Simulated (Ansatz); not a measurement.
# Germanium, beta-Sn type under RPBE: ground state and equation of state

Aim: take germanium in the beta-Sn type structure, relax it, solve it on a dense k-mesh, then scale the cell to 7 volumes from 88 to 112 % of the relaxed one and try a fit of the equation of state. Spin polarisation is left out. The k-meshes are 12×12×9 for the relaxation; 20×20×14 for the dense run; 14×14×10 for the volumes.

Method: DFT RPBE, plane waves (420 eV) with PAW, scalar-relativistic; PAW files made under PBE, frozen cores solved again for the functional, in Ansatz 0.2.0.

## (1) Starting point

It takes space group I4_1/amd (No. 141, tetragonal). Conventional cell: a = 5.289 Å, b = 5.289 Å, c = 2.888 Å, α = 90.00°, β = 90.00°, γ = 90.00°. Ge (site symmetry -4m2) is surrounded by 6 Ge at 2.74 to 2.89 Å.

As a file:

```xyz
2
Lattice="-2.6447 2.6447 1.4440 2.6447 -2.6447 1.4440 2.6447 2.6447 -1.4440" Properties=species:S:1:pos:R:3 pbc="T T T"
Ge    0.0000    0.0000    0.0000
Ge    0.0000    2.6447    0.7220
```

## (2) Relaxing cell and atoms

Input file input.yaml:

```yaml
crystal:
  lattice:
    - [-2.6447158335, 2.6447158335, 1.4440148451]
    - [2.6447158335, -2.6447158335, 1.4440148451]
    - [2.6447158335, 2.6447158335, -1.4440148451]
  atoms:
    - { symbol: Ge, position: [0.0, 0.0, 0.0] }
    - { symbol: Ge, position: [0.75, 0.25, 0.5] }
hamiltonian:
  xc: rpbe
  pseudopotentials:
    kind: paw
    azcp:
      Ge: "pseudopotentials/Ge.paw.azcp"
basis:
  ecutwfc: 420
  fft_grid_basis: typed
kpoints:
  mp_grid: { grid: [12, 12, 9], shift: [0, 0, 0] }
magnetization:
  spin_polarized: false
scf:
  occupations: { method: fermi_dirac, width: 0.1 }
relax:
  max_steps: 60
  f_tol: 0.01
  cell: {}
```

After this run come: Single point on a dense mesh; Equation of state: 88 %; Equation of state: 92 %; Equation of state: 96 %; Equation of state: 100 %; Equation of state: 104 %; Equation of state: 108 %; Equation of state: 112 %.

**Question.** What will these runs give? Wanted: space group; conventional cell; volume; shortest distance; gap on the mesh; relative to diamond; V₀, B₀, B₀′.

As calculated:

```
                      quantity                                               value
space group (spins left aside)                                       C2/c (No. 15)
             conventional cell  a = 2.888 Å, b = 7.387 Å, c = 3.980 Å, β = 111.09°
                        volume                                      19.802 Å³/atom
             shortest distance                                             2.712 Å
               gap on the mesh                        none (levels filled in part)
           relative to diamond                                       +259 meV/atom
                   V₀, B₀, B₀′                         19.769 Å³/atom, 63 GPa, 4.7
```

From the guessed start the volume shrank by 2.0 % in 5 steps. Against the reference form of germanium (diamond, computed apart with the same settings) it stands 259 meV/atom higher. Levels at the Fermi energy are filled in part, as in a metal. B₀ comes out at 63 GPa; letting shape and positions relax at each volume could only lower it.
